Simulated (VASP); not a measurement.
Runs of VASP 6.6.1 on Cu3Au (Auricupride). Symmetry: Pm-3m, No. 221, cubic system. The conventional cell has a = 3.740 Å, b = 3.740 Å, c = 3.740 Å, α = 90.00°, β = 90.00°, γ = 90.00°. Around Cu (site symmetry 4/mmm) lie 8 Cu at 2.64 Å and 4 Au at 2.64 Å. Au (site symmetry m-3m) has 12 Cu at 2.64 Å as nearest neighbours. 

| level | potentials or basis | gap on the mesh (eV) | pressure (GPa) | relaxed volume (Å³/atom) |
| --- | --- | --- | --- | --- |
| r2SCAN | VASP PAW PBE potentials, release 64 (Cu, Au) | none | -0.1 | 13.06 |
| PBE+D3(BJ) | VASP PAW PBE potentials, release 64 (Cu, Au) | none | 0.0 | 12.87 |
| LDA | VASP PAW LDA potentials, release 64 (Cu, Au) | none | 0.0 | - |
| PBE | VASP PAW PBE potentials, release 64 (Cu, Au) | none | 0.0 | (a) |

Alike in all rows: task relaxation of cell and atoms; no spin polarisation; cell relaxed; k mesh 10 × 10 × 10; cutoff (eV) 600; smearing methfessel-paxton 0.1 eV.

Problem. Fill in the values left out.

Solution. (a) 13.53.

Caveats: the PAW data sets were made with another functional, which shifts forces and pressure a little (some runs); pairwise dispersion overbinds metals, which lowers pressure and volume (some runs); the relaxation stopped at its first step, so nothing moved (some runs).

A k mesh can miss the band edges, and the runs leave out spin-orbit coupling on Au.

A gap of «none» marks a metal or a gap under the smearing width.
